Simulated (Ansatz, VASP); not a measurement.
# Two plane-wave programs on PbO2

Contents of INCAR:

```
  PREC = Accurate
  ENCUT = 520
  EDIFF = 1E-7
  ISMEAR = -1
  SIGMA = 0.05
  LREAL = False
  LASPH = True
  NELM = 100
  ALGO = Normal
  ISIF = 2
  LWAVE = False
  LCHARG = False
  GGA = PE
  NBANDS = 20
```

KPOINTS

```
Automatic mesh
0
Gamma
  9 9 9
```

File POSCAR:

```
PbO2
1.0
    0.0000000000      2.6654741181      2.6654741181
    2.6654741181      0.0000000000      2.6654741181
    2.6654741181      2.6654741181      0.0000000000
Pb O
1 2
Direct
    0.0000000000      0.0000000000      0.0000000000
    0.7500000000      0.7500000000      0.7500000000
    0.2500000000      0.2500000000      0.2500000000
```

input.yaml

```yaml
crystal:
  lattice:
    - [0.0, 2.6654741181, 2.6654741181]
    - [2.6654741181, 0.0, 2.6654741181]
    - [2.6654741181, 2.6654741181, 0.0]
  atoms:
    - { symbol: Pb, position: [0.0, 0.0, 0.0] }
    - { symbol: O, position: [0.75, 0.75, 0.75] }
    - { symbol: O, position: [0.25, 0.25, 0.25] }
hamiltonian:
  xc: pbe
  pseudopotentials: { kind: paw }
kpoints:
  mp_grid: { grid: [9, 9, 9] }
scf:
  occupations: { method: fermi_dirac, width: 0.05 }
output:
  forces: true
  stress: true
  eigenvalues: true
  write_density: true
  write_potential: true
  elf: true
  volumetric_format: npy
```

Change from the starting cell: volume scaled by 0.96.

Alike in both runs: task single point; functional PBE; k mesh 9 × 9 × 9; occupations fermi-dirac, width 0.05 eV; no spin polarisation.

|  | VASP | Ansatz |
| --- | --- | --- |
| version | VASP 6.6.1 | Ansatz 0.2.0 |
| potentials or method | VASP PAW PBE potentials, release 64 (Pb_d, O) | Ansatz PAW |
| plane-wave cutoff (eV) | 520 | 420 |
| valence electrons in the cell | 26 | 26 |

VASP gave:

```
gap on the k mesh at the Fermi level (eV) : none
pressure (GPa)                            : 6.8
```

Q: Estimate Ansatz's values.

A: gap on the k mesh at the Fermi level (eV): none; pressure (GPa): 6.5.

A gap of «none» marks a metal or a gap that the smearing closes.

Caveats: the pressure holds a Pulay correction of +0.6 GPa for the finite cutoff (Ansatz). Spin-orbit coupling is left out, which matters for the levels of Pb.
